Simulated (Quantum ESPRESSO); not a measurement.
Runs of Quantum ESPRESSO 7.5 on Ag. Symmetry: Fm-3m, No. 225, cubic system. The conventional cell has a = 4.085 Å, b = 4.085 Å, c = 4.085 Å, α = 90.00°, β = 90.00°, γ = 90.00°. Ag (site symmetry m-3m) has 12 Ag at 2.89 Å as nearest neighbours. 

| task | level | potentials or basis | spin | cell | k mesh | cutoff (eV) | smearing | mixing beta | SCF threshold | nosym | noinv | dos occupations | other keys | mesh quality | gap on the mesh (eV) | pressure (GPa) |
| --- | --- | --- | --- | --- | --- | --- | --- | --- | --- | --- | --- | --- | --- | --- | --- | --- |
| optical spectrum | PBEsol | PseudoDojo 0.4 FR PBEsol stringent | SOC, no magnetisation | cell strained at random at fixed volume | 6 × 6 × 6 | 1116 | cold 0.1 eV | 0.5 | 2e-10 Ry | yes | yes | - | - | coarse | none | -1.8 |
| projected density of states | PBEsol+D3(BJ) | GBRV 1.5 PBEsol | off | volume scaled by 1.25 | 11 × 11 × 11 | 612 | fermi-dirac 0.025 eV | 0.5 | 2e-10 Ry | - | - | tetrahedra_opt | - | not flagged | none | (a) |
| density of states | AM05 | PseudoDojo 0.4 FR PBE standard | non-collinear, ferromagnetic start, SOC | volume scaled by 1.04 | 9 × 9 × 9 | 1116 | fermi-dirac 0.05 eV | 0.3 | 2e-10 Ry | - | - | tetrahedra_opt | - | not flagged | none | (b) |
| single point | LDA | PseudoDojo 0.4 FR PBE standard | SOC, no magnetisation | as given | 11 × 11 × 11, shifted | 1007 | fermi-dirac 0.05 eV | 0.5 | 2e-10 Ry | - | - | - | kshift = 1 × 1 × 1; verbose = yes; ecut_scale = 0.9 | not flagged | none | -9.0 |
| single point | PBE | SG15 PBE 1.2 | off | as given | 6 × 6 × 6 | 952 | fermi-dirac 0.05 eV | 0.5 | 2e-10 Ry | - | - | - | - | coarse | none | 5.4 |
| optical spectrum | M06L+D2 | SG15 PBE 1.2 | off | volume scaled by 1.04 | 8 × 8 × 8 | 952 | cold 0.2 eV | 0.5 | 1e-08 Ry | yes | yes | - | - | coarse | none | -0.4 |

Task: Estimate the missing entries.

Result: (a) -18.1; (b) -6.2.

Caveats: some runs use coarse meshes; the potentials were made for another functional, which shifts forces and pressure (some runs); the program leaves the non-local potential out of the optical matrix elements, which shifts intensities by tens of percent (some runs); the intraband (Drude) term is included with a typed width of 0.1 eV and hangs strongly on the mesh (some runs); spectra need much finer meshes, so this one isn't converged (some runs); independent-particle spectra lack excitons (some runs); pairwise dispersion overbinds metals, which lowers pressure and volume (some runs); non-collinear GGA energies in this program can be off by tens of meV an atom and hang on the start (some runs).

A k mesh can miss the band edges, and rows without SOC leave out spin-orbit coupling on Ag.

A gap of «none» marks a metal or a gap under the smearing width.
